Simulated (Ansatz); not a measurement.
The system is FeO (Wuestite).

```xyz
2
Lattice="0.0000 2.1554 2.1554 2.1554 0.0000 2.1554 2.1554 2.1554 0.0000" Properties=species:S:1:pos:R:3 pbc="T T T"
Fe    0.0000    0.0000    0.0000
O     2.1554    2.1554    2.1554
```

```yaml
Program: Ansatz 0.2.0
Task: relaxation of cell and atoms
Functional: revPBE
Potentials_or_basis: all-electron LAPW, scalar-relativistic
Basis_error_allowed: 0.001 eV/atom
k_mesh: 11 × 11 × 11
Occupations: fermi-dirac, width 0.05 eV
Spin: collinear spin, ferromagnetic start
Starting_moments: "[3.0, 0.0] μB"
```

At the start: volume 10.01 Å³/atom.

Q: Where does the relaxation end?

A: Over 4 steps the energy falls by 2.4 meV/atom and the volume is 10.22 Å³/atom (+2.1 %); space group Fm-3m (No. 225, to 0.05 Å); moment 4.00 μB per cell.

Step by step:
| step | energy change (eV) | largest force (eV/Å) | volume (Å³) |
| --- | --- | --- | --- |
| 1 | 0.0000 | 0.0000 | 20.03 |
| 2 | -0.0041 | 0.0000 | 20.28 |
| 3 | -0.0048 | 0.0000 | 20.44 |
| 4 | -0.0048 | 0.0000 | 20.44 |

Final structure:
```xyz
2
Lattice="0.0000 2.1702 2.1702 2.1702 0.0000 2.1702 2.1702 2.1702 0.0000" Properties=species:S:1:pos:R:3 pbc="T T T"
Fe    0.0000    0.0000    0.0000
O     2.1702    2.1702    2.1702
```

Caveat: a cell with one magnetic atom can't hold antiferromagnetic order, which such compounds often take.
